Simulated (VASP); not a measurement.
# Pb: single point with PBEsol

Crystal: Pb.

```
Pb
1.0
    -2.04065    2.04065    2.04065
     2.04065   -2.04065    2.04065
     2.04065    2.04065   -2.04065
Pb
1
Direct
  0.00000 0.00000 0.00000
```

The cell isn't the ideal one: strained and moved within the space group.

| Item | Value |
| --- | --- |
| Program | VASP 6.6.1 |
| Task | single point |
| Functional | PBEsol |
| Potentials or basis | VASP PAW PBE potentials, release 64 (Pb_d) |
| Cutoff | 520 eV |
| k mesh | 16 × 16 × 16 |
| Occupations | gaussian, width 0.1 eV |
| Spin | no spin polarisation |
| Dipole correction | no |
| Further INCAR settings | ALGO = Normal; EDIFF = 1e-06; NBANDS = 13 |

```json
{"Pressure": "-4.5 GPa", "Band gap on the k mesh": "none (metal or under the smearing width)"}
```

Levels at points of the mesh, in eV from the Fermi level:
| k point | band 4 | band 5 | band 6 | band 7 | band 8 | band 9 | band 10 | band 11 |
| --- | --- | --- | --- | --- | --- | --- | --- | --- |
| (0.00, 0.00, 0.00) | -16.79 | -16.79 | -11.05 | 6.68 | 6.68 | 6.68 | 10.19 | 10.92 |
| (0.50, 0.00, 0.00) | -16.80 | -16.69 | -7.84 | -3.54 | 3.11 | 4.77 | 6.94 | 8.45 |
| (0.50, 0.50, 0.50) | -16.71 | -16.71 | -5.64 | -0.26 | -0.26 | -0.26 | 4.46 | 4.46 |

Wall time 20 s on 1 thread of Intel(R) Xeon(R) 6975P-C (Granite Rapids), with other jobs on the host, peak memory 0.19 GiB.

Caveat: the PAW data sets were made with another functional, which shifts forces and pressure a little. Spin-orbit coupling is left out, which matters for the levels of Pb.
